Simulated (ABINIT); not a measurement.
The system is ZnSe (Stilleite).

```
CELL_PARAMETERS angstrom
0.00000 2.83380 2.83380
2.83380 0.00000 2.83380
2.83380 2.83380 0.00000
ATOMIC_POSITIONS crystal
Se 0.75000 0.75000 0.75000
Zn 0.00000 0.00000 0.00000
```

Base run:

```yaml
Program: ABINIT 10.8.3 (patched build)
Functional: rPW86PBE
Potentials_or_basis: JTH PAW PBE v2.0
Cutoff: 544 eV
k_mesh: 8 × 8 × 8
Occupations: fermi-dirac, width 0.05 eV
Spin: no spin polarisation
```

Its results: band gap on the k mesh 1.13 eV, direct.

**Question.** After a change of settings the same cell gave: band gap on the k mesh 1.25 eV, direct. Which change was it?
A. functional from rPW86PBE to HLE16
B. functional from rPW86PBE to PW91
C. functional from rPW86PBE to LDA-VWN; potentials or basis from JTH PAW PBE v2.0 to JTH PAW LDA v2.0
D. functional from rPW86PBE to HCTH407

**Answer.** B.

Runs at the PBE level aren't shown here.
